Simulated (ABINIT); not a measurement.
# BaTiO3 (R3m) in ABINIT: further runs

The runs below take BaTiO3 through single point, with PBE.

Everything below comes from runs of ABINIT 10.8.3 (patched build). Logs are shortened: lines on timing, memory, paths and dates and some standing lists are left out, and cuts for length are marked. The log counts tension as positive stress, the text compression.

### Step 1. The structure

It takes space group R3m (No. 160, trigonal). The conventional cell has a = 5.655 Å, b = 5.655 Å, c = 6.955 Å, α = 90.00°, β = 90.00°, γ = 120.00°. Ba (site symmetry 3m) has 12 O at 2.79 to 2.89 Å as nearest neighbours. Around Ti (site symmetry 3m) lie 6 O at 1.87 to 2.14 Å. O (site symmetry m) has 2 Ti at 1.87 to 2.14 Å as nearest neighbours.

### Step 2. Single point, PBE

run.abi reads:

```
pp_dirpath "./"
pseudos "Ba.upf, Ti.upf, O.upf"

acell 3*1.0
rprim
     5.3429485438     3.0847527799     4.3811287513
    -5.3429485438     3.0847527799     4.3811287513
     0.0000000000    -6.1695055600     4.3811287513
ntypat 3
znucl 56 22 8
natom 5
typat 1 2 3 3 3
xred
     0.0000000000     0.0000000000     0.0000000000
     0.4845000000     0.4845000000     0.4845000000
     0.5086000000     0.0175000000     0.5086000000
     0.0175000000     0.5086000000     0.5086000000
     0.5086000000     0.5086000000     0.0175000000

ecut 46.0

kptopt 1
ngkpt 7 7 7
nshiftk 1
shiftk 0.0 0.0 0.0

ixc 11

nband 24
occopt 3
tsmear 0.05 eV

nstep 100
tolvrs 1.0e-10

iomode 3
prtwf 0
prtden 0
prteig 0
prtebands 0
enunit 2
```

Potentials or basis: PseudoDojo NC SR PBE v0.5 stringent.

Launch:

```sh
> abinit run.abi > log 2>&1
```

run.abo:

```text
.Version 10.8.3 of ABINIT
 Symmetries : space group R3 m (#160); Bravais hR (rhombohedral)
================================================================================
 Values of the parameters that define the memory need of the present run
     intxc =       0    ionmov =       0      iscf =       7    lmnmax =       8
     lnmax =       8     mgfft =      48  mpssoang =       4    mqgrid =    3001
     natom =       5  nloc_mem =       1    nspden =       1   nspinor =       1
    nsppol =       1      nsym =       6    n1xccc =    2501    ntypat =       3
    occopt =       3   xclevel =       2
       mpw =        6483          nfft =      110592          nkpt =          44
================================================================================
================================================================================

--------------------------------------------------------------------------------
------------- Echo of variables that govern the present computation ------------
--------------------------------------------------------------------------------
 -outvars: echo values of preprocessed input variables --------
            acell      1.0000000000E+00  1.0000000000E+00  1.0000000000E+00 Bohr
              amu      1.37327000E+02  4.78800000E+01  1.59994000E+01
             ecut      4.60000000E+01 Hartree
           enunit           2
              ixc          11
         kptrlatt        7    0    0      0    7    0      0    0    7
          kptrlen      5.29678894E+01
            natom           5
            nband          24
            ngfft          48      48      48
             nkpt          44
            nstep         100
             nsym           6
           ntypat           3
           occopt           3
           prtden           0
        prtebands           0
           prteig           0
            prtwf           0
            rprim      5.3429485438E+00  3.0847527799E+00  4.3811287513E+00
                      -5.3429485438E+00  3.0847527799E+00  4.3811287513E+00
                       0.0000000000E+00 -6.1695055600E+00  4.3811287513E+00
          spgroup         160
           tolvrs      1.00000000E-10
           tsmear      1.83746611E-03 Hartree
            typat      1  2  3  3  3
           xangst      0.0000000000E+00  0.0000000000E+00  0.0000000000E+00
                      -1.1171250520E-16 -5.1277284535E-11  3.3697849401E+00
                       1.3885197404E+00 -8.0166224594E-01  2.3988417458E+00
                      -1.3885197404E+00 -8.0166224594E-01  2.3988417458E+00
                      -4.2787817809E-16  1.6033244918E+00  2.3988417458E+00
            xcart      0.0000000000E+00  0.0000000000E+00  0.0000000000E+00
                      -2.1110603967E-16 -9.6900024252E-11  6.3679706400E+00
                       2.6239220299E+00 -1.5149220903E+00  4.5331539190E+00
                      -2.6239220299E+00 -1.5149220903E+00  4.5331539190E+00
                      -8.0857257184E-16  3.0298441804E+00  4.5331539190E+00
             xred      0.0000000000E+00  0.0000000000E+00  0.0000000000E+00
                       4.8450000000E-01  4.8450000000E-01  4.8450000000E-01
                       5.0860000000E-01  1.7500000000E-02  5.0860000000E-01
                       1.7500000000E-02  5.0860000000E-01  5.0860000000E-01
                       5.0860000000E-01  5.0860000000E-01  1.7500000000E-02
            znucl       56.00000   22.00000    8.00000

================================================================================

 chkinp: Checking input parameters for consistency.

================================================================================
== DATASET  1 ==================================================================

--- !DatasetInfo
iteration_state: {dtset: 1, }
dimensions: {natom: 5, nkpt: 44, mband: 24, nsppol: 1, nspinor: 1, nspden: 1, mpw: 6483, }
cutoff_energies: {ecut:  46.0, pawecutdg:  -1.0, }
electrons: {nelect:   4.00000000E+01, charge:   0.00000000E+00, occopt:   3.00000000E+00, tsmear:   1.83746611E-03, }
meta: {optdriver: 0, ionmov: 0, optcell: 0, iscf: 7, paral_kgb: 0, }
...

 Exchange-correlation functional for the present dataset will be:
  GGA: Perdew-Burke-Ernzerhof functional - ixc=11
  J.P.Perdew, K.Burke, M.Ernzerhof, PRL 77, 3865 (1996)

 Real(R)+Recip(G) space primitive vectors, cartesian coordinates (Bohr,Bohr^-1):
 R(1)=  5.3429485  3.0847528  4.3811288  G(1)=  0.0935813  0.0540292  0.0760839
 R(2)= -5.3429485  3.0847528  4.3811288  G(2)= -0.0935813  0.0540292  0.0760839
 R(3)=  0.0000000 -6.1695056  4.3811288  G(3)=  0.0000000 -0.1080584  0.0760839
 Unit cell volume ucvol=  4.3325005E+02 bohr^3
 Angles (23,13,12)=  8.98370000E+01  8.98370000E+01  8.98370000E+01 degrees

 getcut: wavevector=  0.0000  0.0000  0.0000  ngfft=  48  48  48
         ecut(hartree)=     46.000   => boxcut(ratio)=   2.07772

--- Pseudopotential description ------------------------------------------------
- pspini: atom type   1  psp file is ./Ba.upf
12 -101130 3 -1 1950                          pspcod,pspxc,lmax,lloc,mmax
     nproj     2     2     2     2

- pspini: atom type   2  psp file is ./Ti.upf
12 -101130 2 -1 1586                          pspcod,pspxc,lmax,lloc,mmax
     nproj     2     2     2     0

- pspini: atom type   3  psp file is ./O.upf
12 -101130 2 -1 936                           pspcod,pspxc,lmax,lloc,mmax
     nproj     2     2     1     0

   2.25449172E+03                                ecore*ucvol(ha*bohr**3)
--------------------------------------------------------------------------------

================================================================================

--- !BeginCycle
iteration_state: {dtset: 1, }
solver: {iscf: 7, nstep: 100, nline: 4, wfoptalg: 0, }
tolerances: {tolvrs: 1.00E-10, }
...

     iter   Etot(hartree)      deltaE(h)  residm     vres2
 ETOT  1  -136.78872257695    -1.368E+02 2.532E-01 2.230E+03
 ETOT  2  -128.89276817516     7.896E+00 1.159E-01 3.616E+04
 ETOT  3  -137.34714403559    -8.454E+00 5.453E-02 5.602E+02
 ETOT  4  -137.36551188535    -1.837E-02 1.830E-02 3.635E+02
 ETOT  5  -137.41315114515    -4.764E-02 1.025E-02 9.628E+01
 ETOT  6  -137.42597219541    -1.282E-02 8.645E-03 2.097E+01
 ETOT  7  -137.42967488931    -3.703E-03 1.077E-02 8.989E-03
 ETOT  8  -137.42959408214     8.081E-05 7.879E-03 5.580E-01
 ETOT  9  -137.42968786910    -9.379E-05 5.389E-03 9.287E-04
 ETOT 10  -137.42968807570    -2.066E-07 1.905E-03 7.768E-04
 ETOT 11  -137.42968822916    -1.535E-07 1.190E-03 5.891E-06
 ETOT 12  -137.42968823178    -2.619E-09 3.239E-03 1.201E-07
 ETOT 13  -137.42968823191    -1.326E-10 1.255E-03 5.507E-08
 ETOT 14  -137.42968823193    -2.231E-11 2.176E-03 1.220E-09
 ETOT 15  -137.42968823194    -3.553E-12 7.690E-04 2.239E-10
 ETOT 16  -137.42968823194    -2.018E-12 1.159E-03 6.725E-11

 At SCF step   16       vres2   =  6.72E-11 < tolvrs=  1.00E-10 =>converged.

 Cartesian components of stress tensor (hartree/bohr^3)
  sigma(1 1)= -1.61682884E-04  sigma(3 2)=  1.80305475E-13
  sigma(2 2)= -1.61682884E-04  sigma(3 1)=  0.00000000E+00
  sigma(3 3)= -1.55713766E-04  sigma(2 1)=  0.00000000E+00

--- !ResultsGS
iteration_state: {dtset: 1, }
comment   : Summary of ground state results
lattice_vectors:
- [  5.3429485,   3.0847528,   4.3811288, ]
- [ -5.3429485,   3.0847528,   4.3811288, ]
- [  0.0000000,  -6.1695056,   4.3811288, ]
lattice_lengths: [   7.56684,    7.56684,    7.56684, ]
lattice_angles: [ 89.837,  89.837,  89.837, ] # degrees, (23, 13, 12)
lattice_volume:   4.3325005E+02
convergence: {deltae: -2.018E-12, res2:  6.725E-11, residm:  1.159E-03, diffor: null, }
etotal    :  -1.37429688E+02
entropy   :   0.00000000E+00
fermie    :   2.92995930E-01
cartesian_stress_tensor: # hartree/bohr^3
- [ -1.61682884E-04,   0.00000000E+00,   0.00000000E+00, ]
- [  0.00000000E+00,  -1.61682884E-04,   1.80305475E-13, ]
- [  0.00000000E+00,   1.80305475E-13,  -1.55713766E-04, ]
pressure_GPa:   4.6983E+00
xred      :
- [  0.0000E+00,   0.0000E+00,   0.0000E+00, Ba]
- [  4.8450E-01,   4.8450E-01,   4.8450E-01, Ti]
- [  5.0860E-01,   1.7500E-02,   5.0860E-01,  O]
- [  1.7500E-02,   5.0860E-01,   5.0860E-01,  O]
- [  5.0860E-01,   5.0860E-01,   1.7500E-02,  O]
cartesian_forces: # hartree/bohr
- [ -1.00703262E-19,  -1.91505847E-19,  -2.68792318E-03, ]
- [ -7.25177110E-21,   8.63775194E-20,   2.89798797E-03, ]
- [  2.02271365E-03,  -1.16781427E-03,  -7.00215943E-05, ]
- [ -2.02271365E-03,  -1.16781427E-03,  -7.00215943E-05, ]
- [  3.11019392E-20,   2.33562854E-03,  -7.00215942E-05, ]
force_length_stats: {min:   2.33667792E-03, max:   2.89798797E-03, mean:   2.51918898E-03, }
...

 Integrated electronic density in atomic spheres:
 ------------------------------------------------
 Atom  Sphere_radius  Integrated_density
    1        2.00000          5.27118045
    2        2.00000          9.45444612
    3        2.00000          6.23031131
    4        2.00000          6.23031131
    5        2.00000          6.23031131
================================================================================

 ----iterations are completed or convergence reached----

 Mean square residual over all n,k,spin=   17.525E-07; max=  11.586E-04
 reduced coordinates (array xred) for    5 atoms
       0.000000000000      0.000000000000      0.000000000000
       0.484500000000      0.484500000000      0.484500000000
       0.508600000000      0.017500000000      0.508600000000
       0.017500000000      0.508600000000      0.508600000000
       0.508600000000      0.508600000000      0.017500000000
 rms dE/dt=  1.1060E-02; max dE/dt=  1.4723E-02; dE/dt below (all hartree)
    1       0.011782362591      0.011782362591      0.011782362591
    2      -0.012690233360     -0.012690233360     -0.012690233360
    3      -0.006891837962      0.014722671920     -0.006891837962
    4       0.014722671920     -0.006891837962     -0.006891837962
    5      -0.006891837962     -0.006891837962      0.014722671920

 cartesian coordinates (angstrom) at end:
    1      0.00000000000000     0.00000000000000     0.00000000000000
    2     -0.00000000000000    -0.00000000005128     3.36978494010899
    3      1.38851974044636    -0.80166224594205     2.39884174580720
    4     -1.38851974044636    -0.80166224594205     2.39884174580720
    5     -0.00000000000000     1.60332449177460     2.39884174580720

 cartesian forces (hartree/bohr) at end:
    1     -0.00000000000000    -0.00000000000000    -0.00268792318472
    2     -0.00000000000000     0.00000000000000     0.00289798796757
    3      0.00202271364817    -0.00116781426929    -0.00007002159430
    4     -0.00202271364817    -0.00116781426929    -0.00007002159430
    5      0.00000000000000     0.00233562853857    -0.00007002159425
 frms,max,avg= 1.4606724E-03 2.8979880E-03   0.000E+00  0.000E+00 -1.421E-06 h/b

 cartesian forces (eV/Angstrom) at end:
    1     -0.00000000000000    -0.00000000000000    -0.13821856746945
    2     -0.00000000000000     0.00000000000000     0.14902053291480
    3      0.10401211777178    -0.06005142419574    -0.00360065514936
    4     -0.10401211777178    -0.06005142419574    -0.00360065514936
    5      0.00000000000000     0.12010284839147    -0.00360065514662
 frms,max,avg= 7.5110793E-02 1.4902053E-01   0.000E+00  0.000E+00 -7.306E-05 e/A
 length scales=  1.000000000000  1.000000000000  1.000000000000 bohr
              =  0.529177210544  0.529177210544  0.529177210544 angstroms
 Fermi (or HOMO) energy (hartree) =   0.29300   Average Vxc (hartree)=  -0.41987
 Eigenvalues (hartree) for nkpt=  44  k points:
 kpt#   1, nband= 24, wtk=  0.00292, kpt=  0.0000  0.0000  0.0000 (reduced coord)
  -1.81792   -0.94629   -0.94629   -0.94613   -0.65812   -0.36741   -0.34302   -0.34302
  -0.11342   -0.11342   -0.11334    0.16753    0.16756    0.16756    0.19938    0.19938
   0.20794    0.22947    0.23425    0.23425    0.33759    0.33759    0.34287    0.41984
      occupation numbers for kpt#   1
   2.00000    2.00000    2.00000    2.00000    2.00000    2.00000    2.00000    2.00000
   2.00000    2.00000    2.00000    2.00000    2.00000    2.00000    2.00000    2.00000
   2.00000    2.00000    2.00000    2.00000    0.00000    0.00000    0.00000    0.00000
 prteigrs : prtvol=0 or 1, do not print more k-points.

 Fermi (or HOMO) energy (eV) =   7.97283   Average Vxc (eV)= -11.42522
 Eigenvalues (   eV  ) for nkpt=  44  k points:
 kpt#   1, nband= 24, wtk=  0.00292, kpt=  0.0000  0.0000  0.0000 (reduced coord)
 -49.46803  -25.74998  -25.74998  -25.74563  -17.90833   -9.99771   -9.33398   -9.33398
  -3.08639   -3.08639   -3.08412    4.55871    4.55948    4.55948    5.42545    5.42545
   5.65842    6.24412    6.37428    6.37428    9.18643    9.18643    9.33008   11.42433
 prteigrs : prtvol=0 or 1, do not print more k-points.

--- !EnergyTerms
iteration_state     : {dtset: 1, }
comment             : Components of total free energy in Hartree
kinetic             :  6.33528644360185E+01
hartree             :  3.02175784951564E+01
xc                  : -2.80802051538164E+01
Ewald energy        : -1.03236698729436E+02
psp_core            :  5.20367328819842E+00
local_psp           : -1.01620868628058E+02
non_local_psp       : -3.26603194000246E+00
internal            : -1.37429688231940E+02
'-kT*entropy'       : -1.00654909383780E-13
total_energy        : -1.37429688231940E+02
total_energy_eV     : -3.73965232814407E+03
band_energy         : -1.02706714157905E+01
...

 Cartesian components of stress tensor (hartree/bohr^3)
  sigma(1 1)= -1.61682884E-04  sigma(3 2)=  1.80305475E-13
  sigma(2 2)= -1.61682884E-04  sigma(3 1)=  0.00000000E+00
  sigma(3 3)= -1.55713766E-04  sigma(2 1)=  0.00000000E+00

-Cartesian components of stress tensor (GPa)         [Pressure=  4.6983E+00 GPa]
- sigma(1 1)= -4.75687468E+00  sigma(3 2)=  5.30477021E-09
- sigma(2 2)= -4.75687467E+00  sigma(3 1)=  0.00000000E+00
- sigma(3 3)= -4.58125717E+00  sigma(2 1)=  0.00000000E+00

== END DATASET(S) ==============================================================
================================================================================

 -outvars: echo values of variables after computation  --------
            acell      1.0000000000E+00  1.0000000000E+00  1.0000000000E+00 Bohr
           etotal     -1.3742968823E+02
            fcart     -1.0070326179E-19 -1.9150584696E-19 -2.6879231847E-03
                      -7.2517710963E-21  8.6377519372E-20  2.8979879676E-03
                       2.0227136482E-03 -1.1678142693E-03 -7.0021594301E-05
                      -2.0227136482E-03 -1.1678142693E-03 -7.0021594301E-05
                       3.1101939231E-20  2.3356285386E-03 -7.0021594247E-05
            rprim      5.3429485438E+00  3.0847527799E+00  4.3811287513E+00
                      -5.3429485438E+00  3.0847527799E+00  4.3811287513E+00
                       0.0000000000E+00 -6.1695055600E+00  4.3811287513E+00
           strten     -1.6168288405E-04 -1.6168288357E-04 -1.5571376617E-04
                       1.8030547456E-13  0.0000000000E+00  0.0000000000E+00
           xangst      0.0000000000E+00  0.0000000000E+00  0.0000000000E+00
                      -1.1171250520E-16 -5.1277284535E-11  3.3697849401E+00
                       1.3885197404E+00 -8.0166224594E-01  2.3988417458E+00
                      -1.3885197404E+00 -8.0166224594E-01  2.3988417458E+00
                      -4.2787817809E-16  1.6033244918E+00  2.3988417458E+00
             xred      0.0000000000E+00  0.0000000000E+00  0.0000000000E+00
                       4.8450000000E-01  4.8450000000E-01  4.8450000000E-01
                       5.0860000000E-01  1.7500000000E-02  5.0860000000E-01
                       1.7500000000E-02  5.0860000000E-01  5.0860000000E-01
                       5.0860000000E-01  5.0860000000E-01  1.7500000000E-02
 Calculation completed.
```

Run time: 6.9 min. Hardware: 1 thread of Arm Neoverse V1, shared host; peak memory 0.19 GiB.

What came out:

| Property | Result |
| --- | --- |
| Free energy | -3739.6523 eV |
| Pressure | 4.7 GPa |
| Largest force | 0.149 eV/Å |
| Band gap on the k mesh | 2.51 eV, indirect (least direct gap 2.81 eV) |
| Valence electrons inside the program's atomic spheres | Ba 5.27; Ti 9.45; O 6.23 |

Forces in eV/Å, atoms in the order of the input:
```
Ba   0.000  0.000 -0.138
Ti   0.000  0.000  0.149
O    0.104 -0.060 -0.004
O   -0.104 -0.060 -0.004
O    0.000  0.120 -0.004
```

Levels at points of the mesh, in eV from the valence-band top:
| k point | band 16 | band 17 | band 18 | band 19 | band 20 | band 21 | band 22 | band 23 | band 24 |
| --- | --- | --- | --- | --- | --- | --- | --- | --- | --- |
| (0.00, 0.00, 0.00) | -1.25 | -1.02 | -0.43 | -0.30 | -0.30 | 2.51 | 2.51 | 2.65 | 4.75 |

Caveat: spin-orbit coupling is left out, which moves the levels of the heavy elements; an odd mesh through Γ misses points on the zone boundary, where band edges often lie. PBE gaps usually lie below the measured ones, often by a third to a half.

[end of part 1 of 2]
